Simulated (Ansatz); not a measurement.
A plane-wave DFT run in Ansatz 0.2.0 (scalar-relativistic PAW potentials unless the input names others): input and command.

```yaml
crystal:
  lattice:
    - [3.0452990339, 0.0, 0.0]
    - [0.0, 2.9663586551, 0.0]
    - [0.0, 0.0, 2.9663586551]
  atoms:
    - { symbol: Ti, position: [0.0, 0.0, 0.0] }
    - { symbol: Co, position: [0.5, 0.5, 0.5], spin: 1.09 }
basis:
  ecutwfc: 420
kpoints:
  mp_grid: { grid: [18, 17, 19] }
hamiltonian:
  xc: pbe
scf:
  occupations: { method: gaussian, width: 0.1 }
  max_iter: 100
output:
  forces: true
  eigenvalues: true
  stress: true
magnetization:
  spin_polarized: true
```

```bash
ansatz run input.yaml --threads 1 --pin off --max-ram 2560MiB --backend cpu --events-out ev --progress --plain --runs-dir out
```

Abridged log:
```
Warning: crystal.symmetry: narrowed to the stabiliser of the k-point mesh — unitary ops 16 → 8; excluded 8 operations that carry a point of the 18×17×19 mesh (shift [0, 0, 0]) off the mesh (the run samples exactly the mesh kpoints.mp_grid names, as under crystal.symmetry.detect: false, and its converged state has the mesh's symmetry, not the crystal's; ε∞, the Born charges and the force constants of a linear response (`dielectric:` by the response, `phonons.method: dfpt`) are averaged over those of the crystal's operations that the state keeps within a tolerance, where `mesh_tensors`, `unavera ...
Pseudopotentials: kind: paw
Pseudopotential: Ti, paw, valence charge 12, recommended cutoff 420 eV (normal)
Pseudopotential: Co, paw, valence charge 17, recommended cutoff 420 eV (normal)
Functional definition: PBE
Crystal: 2 atoms, lattice volume = 26.796 Å³
Basis set: ecut = 420 eV, 503 PW (Γ), exchange–correlation on 48×40×40 points (8 copies of the dense FFT grid, shifted against one another)
Bands: 20, of which v1, the nominal top of the filled ones, is band 15 counted from 1 (14 counted from 0)
Symmetry: 8 space group operations
k-points: 900 of 5814
Initial density: superposition of atomic densities (chi_scale 0.1, normalization cell)
Starting moments: Σ|m| = 1.09 μB on 1 of 2 sites
Initial wavefunctions: pseudopotential atomic-orbital guess
Functional: x = pbe(κ = 0.804, μ = 0.21951497), c = pbe(β = 0.06672455)
SCF iter   1: F=—  HF=-7626.406764 eV  |F-HF|=—  |Δ(HF+E_count)|=         —  Δρ=5.82e-2 (↑4.19e-2 ↓5.82e-2) dr2=1.66e0  dr2_m=6.43e-2  M=0.932 μB ∫|m|=1.177 μB  β_m=0.30  ethr=3.10e-3  ⟨swp⟩=3.6  Hψ=134014  notcnv=0
Mixer restart at iter 1: flushing history
SCF iter   2: F=—  HF=-7625.894547 eV  |F-HF|=—  |Δ(HF+E_count)|=   5.12e-1  Δρ=2.91e-2 (↑2.51e-2 ↓2.91e-2) dr2=7.46e-1  dr2_m=3.53e-2  M=0.926 μB ∫|m|=1.173 μB  β_m=0.38  ethr=3.10e-3  ⟨swp⟩=2.6  Hψ=67209  notcnv=0  defer=1066
SCF iter   3: F=—  HF=-7626.378160 eV  |F-HF|=—  |Δ(HF+E_count)|=   4.84e-1  Δρ=2.46e-2 (↑1.14e-2 ↓2.46e-2) dr2=2.27e-1  dr2_m=1.77e-2  M=0.907 μB ∫|m|=1.215 μB  β_m=0.35  ethr=2.57e-3  ⟨swp⟩=2.5  Hψ=61655  notcnv=0  defer=1066
SCF iter   4: F=—  HF=-7626.371065 eV  |F-HF|=—  |Δ(HF+E_count)|=   7.09e-3  Δρ=1.17e-2 (↑1.17e-2 ↓1.11e-2) dr2=9.04e-2  dr2_m=5.56e-3  M=0.903 μB ∫|m|=1.181 μB  β_m=0.49  ethr=7.82e-4  ⟨swp⟩=2.0  Hψ=58801  notcnv=0  defer=1005
SCF iter   5: F=—  HF=-7626.546015 eV  |F-HF|=—  |Δ(HF+E_count)|=   1.75e-1  Δρ=1.14e-2 (↑9.66e-3 ↓1.14e-2) dr2=1.01e-1  dr2_m=1.04e-3  M=0.890 μB ∫|m|=1.156 μB  β_m=0.75  ethr=3.12e-4  ⟨swp⟩=2.1  Hψ=52410  notcnv=0  defer=1005
SCF iter   6: F=—  HF=-7626.615947 eV  |F-HF|=—  |Δ(HF+E_count)|=   6.99e-2  Δρ=4.12e-3 (↑1.99e-3 ↓4.12e-3) dr2=1.05e-2  dr2_m=3.26e-4  M=0.878 μB ∫|m|=1.132 μB  β_m=0.87  ethr=3.12e-4  ⟨swp⟩=2.0  Hψ=56761  notcnv=0  defer=996
SCF iter   7: F=—  HF=-7626.621335 eV  |F-HF|=—  |Δ(HF+E_count)|=   5.39e-3  Δρ=9.48e-4 (↑2.54e-4 ↓9.48e-4) dr2=2.57e-4  dr2_m=5.59e-5  M=0.875 μB ∫|m|=1.117 μB  β_m=0.82  ethr=3.61e-5  ⟨swp⟩=1.6  Hψ=53995  notcnv=0  defer=935
SCF iter   8: F=—  HF=-7626.621370 eV  |F-HF|=—  |Δ(HF+E_count)|=   3.47e-5  Δρ=2.54e-4 (↑2.54e-4 ↓2.34e-4) dr2=1.43e-5  dr2_m=1.18e-5  M=0.875 μB ∫|m|=1.110 μB  β_m=0.82  ethr=8.85e-7  ⟨swp⟩=2.0  Hψ=48518  notcnv=0  defer=932
SCF iter   9: F=—  HF=-7626.621370 eV  |F-HF|=—  |Δ(HF+E_count)|=   1.89e-7  Δρ=6.67e-5 (↑5.39e-5 ↓6.67e-5) dr2=2.30e-6  dr2_m=1.46e-7  M=0.875 μB ∫|m|=1.107 μB  β_m=0.91  ethr=4.93e-8  ⟨swp⟩=2.1  Hψ=48937  notcnv=0  defer=932
SCF iter  10: F=—  HF=-7626.621373 eV  |F-HF|=—  |Δ(HF+E_count)|=   3.16e-6  Δρ=3.81e-5 (↑9.83e-6 ↓3.81e-5) dr2=2.91e-7  dr2_m=8.28e-8  M=0.875 μB ∫|m|=1.107 μB  β_m=0.87  ethr=7.92e-9  ⟨swp⟩=2.1  Hψ=56607  notcnv=0  defer=932
SCF iter  11: F=—  HF=-7626.621373 eV  |F-HF|=—  |Δ(HF+E_count)|=   3.60e-8  Δρ=1.27e-5 (↑1.27e-5 ↓1.23e-5) dr2=1.13e-7  dr2_m=5.07e-9  M=0.875 μB ∫|m|=1.107 μB  β_m=0.94  ethr=1.00e-9  ⟨swp⟩=1.7  Hψ=40738  notcnv=0  defer=932
SCF iter  12: F=—  HF=-7626.621373 eV  |F-HF|=—  |Δ(HF+E_count)|=   2.38e-8  Δρ=3.50e-6 (↑1.29e-6 ↓3.50e-6) dr2=6.83e-9  dr2_m=3.93e-10  M=0.875 μB ∫|m|=1.107 μB  β_m=0.86  ethr=3.89e-10  ⟨swp⟩=2.0  Hψ=47316  notcnv=0  defer=932
SCF iter  13: F=-7626.621373 eV  HF=-7626.621373 eV  |F-HF|=4.89e-8  |Δ(HF+E_count)|=   4.08e-9  Δρ=9.81e-6 (↑5.71e-6 ↓9.81e-6) dr2=5.45e-8  dr2_m=1.07e-9  M=0.875 μB ∫|m|=1.106 μB  ethr=2.35e-11  ⟨swp⟩=4.1  Hψ=116616  notcnv=0
SCF 1 converged in 13 iterations: F = -7626.621373 eV  dr2 = 5.45e-8
SCF converged after 13 iterations
Magnetization: 0.8753 μB (14.9376 up, 14.0624 down)
Absolute magnetization: 1.1108 μB (∫|ρ↑−ρ↓|, with the PAW one-centre terms)
Spin contamination: 0.0763 ħ² per cell (⟨S²⟩ above its minimum at these occupations)
Per-site moments (μB) at R_I (Å): [(-0.03645819, 1.06917130), (0.98449932, 1.06917130)]
Free energy (F): -7626.621373 eV
Harris-Foulkes:  -7626.621373 eV  (|F-HF|=4.89e-8)
Internal energy: -7626.612154 eV  (E = F + TS)
E sigma→0 (E₀):  -7626.616763 eV
Entropy (-TS):   -0.009219 eV (-4.610 meV/atom)
Fermi energy:    16.522666 eV
--- Forces (eV/Å), atoms counted from 1 ---
  atom   1  Ti     0.00000000     0.00000000     0.00000000
  atom   2  Co     0.00000000     0.00000000     0.00000000
--- Stress (GPa, compression-positive) ---
       -3.472694       0.000000       0.000000
        0.000000      -0.132059       0.000000
        0.000000       0.000000       0.048662
  P = ⅓ Tr σ = -1.1854 GPa (-11.854 kbar)
```

One setting here is unusual or wrong in general: a mesh that breaks the symmetry (kpoints.mp_grid.grid: [18, 18, 18] → [18, 17, 19]). For this cell it did little harm to the result: the run converged in 13 SCF iterations with an energy at zero smearing 0.57 meV/atom above the reference's, pressure -1.19 GPa, largest force 0.000 eV/Å, no gap on the mesh. The program drops the symmetry operations that the mesh breaks, which leaves more k-points to solve, 900 here. A reference run on usual settings, whose relaxation ended at this geometry, converged, and the end of its own relaxation has pressure -1.17 GPa, largest force 0.000 eV/Å, no gap on the mesh (its cell was held, or driven to that pressure on purpose).

The run took 74 s on 1 thread of Arm Neoverse V2 (shared host), peak memory 0.97 GiB.